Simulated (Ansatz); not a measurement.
Al under changes of volume

One of the cells (16.603 Å³/atom); the others are scaled copies at fixed shape and fractional positions:

```
Al
1.0
     0.00000    2.02481    2.02481
     2.02481    0.00000    2.02481
     2.02481    2.02481    0.00000
Al
1
Direct
  0.00000 0.00000 0.00000
```

```yaml
Program: Ansatz 0.2.0
Functional: PBE
Potentials_or_basis: JTH PAW
Cutoff: "570 eV (not typed: the program's choice for these potentials)"
k_mesh: 11 × 11 × 11
Occupations: fermi-dirac, width 0.05 eV
Spin: no spin polarisation
```

| volume (Å³/atom) | energy over the lowest point (meV/atom) | pressure (GPa) |
| --- | --- | --- |
| 15.607 | ? | ? |
| 15.939 | 4.67 | 2.9 |
| 16.271 | 0.55 | 1.1 |
| 16.603 | 0.00 | -0.5 |
| 16.935 | 2.65 | -2.0 |
| 17.267 | 8.17 | -3.3 |
| 17.599 | 16.25 | -4.5 |

Question: What does the run at 15.607 Å³/atom give?

Answer: Energy over the lowest point 12.79 meV/atom; pressure 5.0 GPa.

Worked out: A Birch-Murnaghan fit of order 3 (a polynomial in V^(-2/3)) to the other rows has its minimum at 16.49 Å³/atom with B0 = V·E''(V) = 80 GPa and B' = 4.5. It gives 12.79 meV/atom at 15.607 Å³/atom, against the run's 12.79, and -dE/dV = 5.0 GPa, against 5.0.

Energies are extrapolated to zero smearing.
